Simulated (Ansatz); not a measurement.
# BeH2: the cost of one run

Program: Ansatz 0.2.0. Level of theory: DFT PBE, scalar-relativistic, plane waves, PAW. These are calculated values, not measurements.

1 further run of the same task is left out (set aside as unsound or not needed).

**1. Starting point**

Symmetry: P-6m2, No. 187, hexagonal system. The conventional cell has a = 3.899 Å, b = 3.899 Å, c = 6.367 Å, α = 90.00°, β = 90.00°, γ = 120.00°. Be (site symmetry 3m) is surrounded by 4 H at 1.19 to 1.53 Å. Be (site symmetry 3m) is surrounded by 4 H at 0.87 to 1.19 Å. Around H (site symmetry m) lie 1 Be at 0.87 Å. H (site symmetry -6m2) has 2 Be at 1.19 Å as nearest neighbours.

Coordinates:

```xyz
12
Lattice="3.8990 0.0000 0.0000 -1.9495 3.3767 0.0000 0.0000 0.0000 6.3671" Properties=species:S:1:pos:R:3 pbc="T T T"
Be    0.0000    2.2511    4.3774
Be    1.9495    1.1256    1.1938
Be    1.9495    1.1256    5.1733
Be    0.0000    2.2511    1.9897
H     2.6830    1.5490    4.9872
H     1.2160    1.5490    4.9872
H     1.9495    0.2786    4.9872
H     0.0000    2.2511    3.1835
H     1.9495    1.1256    0.0000
H     1.9495    0.2786    1.3799
H     1.2160    1.5490    1.3799
H     2.6830    1.5490    1.3799
```

Recipe of the guess: 4-connected net, bridging atoms on its edges, bridges bent (P-6m2, No. 187). Its size is a rough estimate.

**2. Probe: one point on a coarse mesh**

Contents of input.yaml:

```yaml
crystal:
  lattice:
    - [3.89902546, 0.0, 0.0]
    - [-1.94951273, 3.3766551, 0.0]
    - [0.0, 0.0, 6.36708226]
  atoms:
    - { symbol: Be, position: [0.33333333, 0.66666667, 0.68749999] }
    - { symbol: Be, position: [0.66666667, 0.33333333, 0.18749999] }
    - { symbol: Be, position: [0.66666667, 0.33333333, 0.81250001] }
    - { symbol: Be, position: [0.33333333, 0.66666667, 0.31250001] }
    - { symbol: H, position: [0.91749202, 0.45874601, 0.78327309] }
    - { symbol: H, position: [0.54125399, 0.45874601, 0.78327309] }
    - { symbol: H, position: [0.54125399, 0.08250798, 0.78327309] }
    - { symbol: H, position: [0.33333333, 0.66666667, 0.5] }
    - { symbol: H, position: [0.66666667, 0.33333333, 0.0] }
    - { symbol: H, position: [0.54125399, 0.08250798, 0.21672691] }
    - { symbol: H, position: [0.54125399, 0.45874601, 0.21672691] }
    - { symbol: H, position: [0.91749202, 0.45874601, 0.21672691] }
basis:
  ecutwfc: 420
kpoints:
  mp_grid: { grid: [6, 6, 4] }
hamiltonian:
  xc: pbe
scf:
  occupations: { method: gaussian, width: 0.1 }
  lower_state_search: "off"
output:
  forces: true
  stress: true
  eigenvalues: true
```

Launch:

```bash
ansatz run input.yaml --threads 1 --pin off --max-ram 2560MiB --backend cpu --events-out ev --progress --plain --runs-dir out
```

Q: Estimate wall time and peak memory on 1 thread of Arm Neoverse V2, shared host.

About 2.5 s, with a peak of 0.27 GiB.
